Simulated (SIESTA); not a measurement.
Sb:

```
Sb
1.0
     2.15420    1.24373    3.75800
    -2.15420    1.24373    3.75800
     0.00000   -2.48746    3.75800
Sb
2
Cartesian
  0.0000 0.0000 8.6416
  0.0000 0.0000 2.6324
```

| Property | Result |
| --- | --- |
| Program | SIESTA 5.4.2 |
| Task | single point |
| Functional | PBE |
| Potentials or basis | PseudoDojo 0.4 standard (PBE files) |
| Basis | DZP (energy shift 0.003 Ry; two zetas on semicore shells) |
| Grid cutoff | 500 Ry |
| Energy shift | 0.003 Ry |
| k mesh | 8 × 8 × 8 |
| Occupations | fermi-dirac, width 0.05 eV |
| Spin | no spin polarisation |

On this cell: pressure 3.6 GPa; largest force 0.380 eV/Å; band gap on the k mesh none (metal or under the smearing width).

The same run follows on a disturbed copy (atoms moved at random, drawn with an rms of 0.05 Å):

```xyz
2
Lattice="2.1542 1.2437 3.7580 -2.1542 1.2437 3.7580 0.0000 -2.4875 3.7580" Properties=species:S:1:pos:R:3 pbc="T T T"
Sb    0.0271   -0.0085    8.5965
Sb    0.0487    0.0409    2.6298
```

Question: What changes?

Answer: The energy (extrapolated to zero smearing) moves by -4.0 meV/atom; pressure 3.1 GPa; largest force 0.221 eV/Å; band gap on the k mesh none (metal or under the smearing width).

Forces on the atoms (eV/Å):
```
Sb   0.061  0.108 -0.183
Sb  -0.060 -0.109  0.183
```

Stress tensor (GPa, compression positive):
```
 3.59  0.16 -0.26
 0.16  3.30 -0.47
-0.26 -0.47  2.45
```

Caveats: the basis of atomic orbitals isn't converged, which shifts pressures, moduli and gaps.
